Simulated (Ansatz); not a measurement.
# AlN

Computed with Ansatz (plane waves, PAW, 420 eV cutoff): PBEsol, scalar-relativistic, no spin polarisation, Γ-centred 14×14×14 mesh, 0.05 eV Gaussian smearing; PAW files: Ansatz's generated set soft_2.

```cif
data_structure
_symmetry_space_group_name_H-M 'Fm-3m'
_symmetry_Int_Tables_number 225
_cell_length_a 4.0452
_cell_length_b 4.0452
_cell_length_c 4.0452
_cell_angle_alpha 90.000
_cell_angle_beta 90.000
_cell_angle_gamma 90.000
_cell_volume 66.20
loop_
_atom_site_label
_atom_site_type_symbol
_atom_site_symmetry_multiplicity
_atom_site_Wyckoff_symbol
_atom_site_fract_x
_atom_site_fract_y
_atom_site_fract_z
_atom_site_occupancy
Al1 Al 4 a 0.00000 0.00000 0.00000 1
N1 N 4 b 0.50000 0.00000 0.00000 1
```

The chain of runs began from a cell as deposited in COD, expanded in volume.

The cell above was scaled in volume, its shape and atoms being fixed by the lattice's symmetry. Energies are counted from the cell above.

```json
{"V (Å³/atom)": "7.94", "ΔE (meV/atom)": "?", "P (GPa)": "?", "gap on the mesh (eV)": "?"}
{"V (Å³/atom)": "8.11", "ΔE (meV/atom)": "2.8", "P (GPa)": "5.5", "gap on the mesh (eV)": "4.74"}
{"V (Å³/atom)": "8.27", "ΔE (meV/atom)": "0.0", "P (GPa)": "0.0", "gap on the mesh (eV)": "4.55"}
{"V (Å³/atom)": "8.44", "ΔE (meV/atom)": "2.6", "P (GPa)": "-5.0", "gap on the mesh (eV)": "4.36"}
{"V (Å³/atom)": "8.61", "ΔE (meV/atom)": "10.2", "P (GPa)": "-9.5", "gap on the mesh (eV)": "4.18"}
```

(1) Fill in the withheld row.

(2) What do the points give for the equilibrium volume, the bulk modulus and its pressure derivative (third-order Birch–Murnaghan)?

Answers:

(1) ΔE (meV/atom): 11.6, P (GPa): 11.6, gap on the mesh (eV): 4.94.

(2) V0 = 8.27 Å³/atom, B0 = 262 GPa, B0′ = 4.2.

B0·V0 = 262.4 GPa × 8.27 Å³ = 13.55 eV/atom sets the scale: near the minimum ΔE ≈ ½ B0 V0 x², with x = V/V0 − 1, and a pressure of 2.6 GPa squeezes the volume by about 1 %. At the ends of the curve: x = −4.0 % predicts 10.8 meV/atom and the run gives 11.6; x = +4.0 % predicts 10.9 meV/atom and the run gives 10.2. The lopsidedness is anharmonic: atoms resist being pushed together more than being pulled apart.

Kohn–Sham gaps of semilocal functionals lie under measured ones, often by a third or more.
